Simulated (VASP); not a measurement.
# BN (F-43m) in VASP: further runs

One crystal, BN, is run at these levels: TPSS, r2SCAN0; tasks: band structure.

Program: VASP 6.6.1. These are calculated values, not measurements. Logs are shortened: lines on timing, memory, paths and dates and some standing lists are left out, and cuts for length are marked.

**The experiment to reproduce.**

A printed reference work, monograph reports, for a bulk crystal of BN at 300 K: band gap 6.4 eV (indirect).

The runs below are set against these values where they give the same quantity.

## (1) The structure

The structure is cubic, space group F-43m (No. 216). Conventional cell: a = 3.626 Å, b = 3.626 Å, c = 3.626 Å, α = 90.00°, β = 90.00°, γ = 90.00°. N (site symmetry -43m) has 4 B at 1.57 Å as nearest neighbours. B (site symmetry -43m) has 4 N at 1.57 Å as nearest neighbours.

The cell is a database's computed one.

## (2) Band structure, TPSS

INCAR reads:

```
  ALGO = Normal
  EDIFF = 1E-6
  ENCUT = 520
  ISIF = 2
  ISMEAR = -1
  LASPH = True
  LCHARG = False
  LMIXTAU = True
  LREAL = False
  LWAVE = False
  METAGGA = TPSS
  NELM = 60
  PREC = Accurate
  SIGMA = 0.05
```

KPOINTS reads:

```
k-points
0
Gamma
  13 13 13
```

POSCAR reads:

```
BN
1.0
    0.0000000000      1.8130010000      1.8130010000
    1.8130010000      0.0000000000      1.8130010000
    1.8130010000      1.8130010000      0.0000000000
N B
1 1
Direct
    0.2500000000      0.2500000000      0.2500000000
    0.0000000000      0.0000000000      0.0000000000
```

KPOINTS_OPT reads:

```
path GXWKGLUWLK,UX
15
line-mode
reciprocal
 0.0000000000  0.0000000000  0.0000000000  G
 0.5000000000  0.0000000000  0.5000000000  X

 0.5000000000  0.0000000000  0.5000000000  X
 0.5000000000  0.2500000000  0.7500000000  W

 0.5000000000  0.2500000000  0.7500000000  W
 0.3750000000  0.3750000000  0.7500000000  K

 0.3750000000  0.3750000000  0.7500000000  K
 0.0000000000  0.0000000000  0.0000000000  G

 0.0000000000  0.0000000000  0.0000000000  G
 0.5000000000  0.5000000000  0.5000000000  L

 0.5000000000  0.5000000000  0.5000000000  L
 0.6250000000  0.2500000000  0.6250000000  U

 0.6250000000  0.2500000000  0.6250000000  U
 0.5000000000  0.2500000000  0.7500000000  W

 0.5000000000  0.2500000000  0.7500000000  W
 0.5000000000  0.5000000000  0.5000000000  L

 0.5000000000  0.5000000000  0.5000000000  L
 0.3750000000  0.3750000000  0.7500000000  K

 0.6250000000  0.2500000000  0.6250000000  U
 0.5000000000  0.0000000000  0.5000000000  X
```

Potentials or basis: VASP PAW PBE potentials, release 64 (N, B).

Run with:

```sh
cat potpaw_PBE.64/N/POTCAR potpaw_PBE.64/B/POTCAR > POTCAR
mpirun -np 1 vasp_std > vasp.out
```

OUTCAR:

```text
EDIFF = 1E-6
   ENCUT = 520
   ISIF = 2
   ISMEAR = -1
   LASPH = True
   LREAL = False
   METAGGA = TPSS
   NELM = 60
   PREC = Accurate

 ion  position               nearest neighbor table
   1  0.250  0.250  0.250-   2 1.57   2 1.57   2 1.57   2 1.57
   2  0.000  0.000  0.000-   1 1.57   1 1.57   1 1.57   1 1.57

  LATTYP: Found a face centered cubic cell.
 ALAT       =     3.6260020000

  Lattice vectors:

 A1 = (   0.0000000000,   1.8130010000,   1.8130010000)
 A2 = (   1.8130010000,   0.0000000000,   1.8130010000)
 A3 = (   1.8130010000,   1.8130010000,   0.0000000000)

Analysis of symmetry for initial positions (statically):
=====================================================================
 Subroutine PRICEL returns:
 Original cell was already a primitive cell.

 Routine SETGRP: Setting up the symmetry group for a
 face centered cubic supercell.

 Subroutine GETGRP returns: Found 24 space group operations
 (whereof 24 operations were pure point group operations)
 out of a pool of 48 trial point group operations.

The static configuration has the point symmetry T_d .

Analysis of symmetry for dynamics (positions and initial velocities):
=====================================================================
 Subroutine PRICEL returns:
 Original cell was already a primitive cell.

 Routine SETGRP: Setting up the symmetry group for a
 face centered cubic supercell.

 Subroutine GETGRP returns: Found 24 space group operations
 (whereof 24 operations were pure point group operations)
 out of a pool of 48 trial point group operations.

The dynamic configuration has the point symmetry T_d .

 Subroutine INISYM returns: Found 24 space group operations
 (whereof 24 operations are pure point group operations),
 and found     1 'primitive' translations

----------------------------------------------------------------------------------------

                                     Primitive cell

  volume of cell :      11.9186

  direct lattice vectors                    reciprocal lattice vectors
     0.000000000  1.813001000  1.813001000    -0.275785838  0.275785838  0.275785838
     1.813001000  0.000000000  1.813001000     0.275785838 -0.275785838  0.275785838
     1.813001000  1.813001000  0.000000000     0.275785838  0.275785838 -0.275785838

  length of vectors
     2.563970603  2.563970603  2.563970603     0.477675083  0.477675083  0.477675083

[... 83 lines left out ...]
   NSW    =      0    number of steps for IOM
   IBRION =     -1    ionic relax: 0-MD 1-quasi-New 2-CG
   NFREE  =      0    steps in history (QN), initial steepest desc. (CG)
   ISIF   =      2    stress and relaxation
   ISYM   =      2    0-nonsym 1-usesym 2-fastsym
   POTIM  = 0.5000    time-step for ionic-motion
   TEBEG  =    0.0;   TEEND  =   0.0 temperature during run
   PSTRESS=    0.0 pullay stress
   NELECT =       8.0000    total number of electrons
   NUPDOWN=      -1.0000    fix difference up-down
   EMIN   =  10.00;   EMAX   =-10.00  energy-range for DOS
   EFERMI =   0.00;   METHOD = LEGACY
   ISMEAR =    -1;   SIGMA  =   0.05  broadening in eV -4-tet -1-fermi 0-gaus
   EFERMI_NEDOS =   21; number of points for ismear=-14 and -15
   IALGO  =     38    algorithm
   IMIX   =      4    mixing-type and parameters
     AMIX     =   0.40;   BMIX     =  1.00
     AMIX_MAG =   1.60;   BMIX_MAG =  1.00
  volume/ion in A,a.u.               =       5.96        40.22
  Fermi-wavevector in a.u.,A,eV,Ry     =   1.433387  2.708709 27.954506  2.054598
  Thomas-Fermi vector in A             =   2.552911
   LORBIT       =      0    0 simple, 1 ext, 2 COOP (PROOUT), +10 PAW based schemes
   METAGGA = TPSS    functional components
   LHFCALC =     F    Hartree Fock is set to
   AEXX    =    0.0000 exact exchange contribution
   IVDW    =     0    specifies the selected vdW correction
   LEPSILON=     F    determine dielectric tensor
   LRPA    =     F    only Hartree local field effects (RPA)
 non-spin polarized calculation
  energy-cutoff  :      520.00
  volume of cell :       11.92
 maximum number of plane-waves:       331
   NGX =  9   NGY =  9   NGZ =  9

 number of electron       7.9999999 magnetization

 Free energy of the ion-electron system (eV)
  ---------------------------------------------------
  ext. energy  EPLUGINS =         0.00000000
  ---------------------------------------------------
  free energy    TOTEN  =       -20.48505429 eV

  energy without entropy =      -20.48505429  energy(sigma->0) =      -20.48505429

 E-fermi :   8.2281     XC(G=0): -13.0774

 val. band max:        7.2944050166   @ k =   0.0000   0.0000   0.0000
 cond. band min:      11.8220461248   @ k =   0.4615   0.4615   0.0000
 fundamental gap:      4.5276411082
 Fermi energy:         8.2280914404

 k-point     1 :       0.0000    0.0000    0.0000
  band No.  band energies     occupation
      1     -13.3149      2.00000
      2       7.2944      2.00000
      3       7.2944      2.00000
      4       7.2944      2.00000
      5      16.5029      0.00000
      6      16.5029      0.00000
      7      16.5029      0.00000
      8      17.5591      0.00000
[... 243 lines left out ...]
 k-point    24 :       0.4615    0.1538    0.0000
  band No.  band energies     occupation
      1      -9.3413      2.00000
      2      -2.0529      2.00000
      3       4.0226      2.00000
      4       4.4851      2.00000
      5      16.3593      0.00000
      6      19.6220      0.00000
      7      20.1807      0.00000
      8      22.2019      0.00000

 [... further k-points ...]

------------------------ aborting loop because EDIFF is reached ----------------------------------------

  FORCE on cell =-STRESS in cart. coord.  units (eV):
  Direction    XX          YY          ZZ          XY          YZ          ZX
  --------------------------------------------------------------------------------------
  -------------------------------------------------------------------------------------
  Total       -0.0157987     -0.0157987     -0.0157987     -0.0000000     -0.0000000     -0.0000000
  in kB       -2.1237715     -2.1237715     -2.1237715     -0.0000000     -0.0000000     -0.0000000
  external PRESSURE =      -2.1237715 kB  Pullay stress =       0.0000000 kB

 VOLUME and BASIS-vectors are now :
 -----------------------------------------------------------------------------
  energy-cutoff  :      520.00
  volume of cell :       11.92
      direct lattice vectors                 reciprocal lattice vectors
     0.000000000  1.813001000  1.813001000    -0.275785838  0.275785838  0.275785838
     1.813001000  0.000000000  1.813001000     0.275785838 -0.275785838  0.275785838
     1.813001000  1.813001000  0.000000000     0.275785838  0.275785838 -0.275785838

 POSITION                                       TOTAL-FORCE (eV/Angst)
 -----------------------------------------------------------------------------------
      0.90650      0.90650      0.90650        -0.000000     -0.000000     -0.000000
      0.00000      0.00000      0.00000         0.000000      0.000000      0.000000
 -----------------------------------------------------------------------------------
    total drift:                                0.000000      0.000000      0.000000

  FREE ENERGIE OF THE ION-ELECTRON SYSTEM (eV)
  ---------------------------------------------------
  free  energy   TOTEN  =       -20.4850542911 eV

  energy  without entropy=      -20.4850542911  energy(sigma->0) =      -20.48505429
```

Run time: 94 s. Hardware: 1 thread of Intel Xeon Platinum 8259CL at 2.50GHz (Skylake/Cascade Lake), shared host; peak memory 0.13 GiB.

Results:

| Property | Result |
| --- | --- |
| Free energy | -20.4851 eV |
| Pressure | -0.2 GPa |
| Band gap on the k mesh | 4.53 eV, indirect (least direct gap 9.21 eV) |
| Band gap along the path | 4.45 eV, indirect (least direct gap 9.21 eV) |

Levels at the corners of the path, in eV from the valence-band top:
| point | band 2 | band 3 | band 4 | band 5 | band 6 | band 7 |
| --- | --- | --- | --- | --- | --- | --- |
| Γ | 0.00 | 0.00 | 0.00 | 9.21 | 9.21 | 9.21 |
| X | -8.99 | -4.89 | -4.89 | 4.45 | 9.39 | 18.36 |
| X | -8.99 | -4.89 | -4.89 | 4.45 | 9.39 | 18.36 |
| W | -7.65 | -6.98 | -6.51 | 9.64 | 13.61 | 14.72 |
| W | -7.65 | -6.98 | -6.51 | 9.64 | 13.61 | 14.72 |
| K | -8.19 | -7.68 | -4.06 | 6.96 | 13.08 | 16.23 |
| K | -8.19 | -7.68 | -4.06 | 6.96 | 13.08 | 16.23 |
| Γ | 0.00 | 0.00 | 0.00 | 9.21 | 9.21 | 9.21 |
| Γ | 0.00 | 0.00 | 0.00 | 9.21 | 9.21 | 9.21 |
| L | -10.76 | -1.92 | -1.92 | 10.25 | 11.05 | 11.05 |
| L | -10.76 | -1.92 | -1.92 | 10.25 | 11.05 | 11.05 |
| U | -8.19 | -7.68 | -4.06 | 6.96 | 13.08 | 16.23 |
| U | -8.19 | -7.68 | -4.06 | 6.96 | 13.08 | 16.23 |
| W | -7.65 | -6.98 | -6.51 | 9.64 | 13.61 | 14.72 |
| W | -7.65 | -6.98 | -6.51 | 9.64 | 13.61 | 14.72 |
| L | -10.76 | -1.92 | -1.92 | 10.25 | 11.05 | 11.05 |
| L | -10.76 | -1.92 | -1.92 | 10.25 | 11.05 | 11.05 |
| K | -8.19 | -7.68 | -4.06 | 6.96 | 13.08 | 16.23 |
| U | -8.19 | -7.68 | -4.06 | 6.96 | 13.08 | 16.23 |
| X | -8.99 | -4.89 | -4.89 | 4.45 | 9.39 | 18.36 |

Caveat: the PAW data sets were made with another functional, which shifts forces and pressure a little.

[end of part 1 of 2]
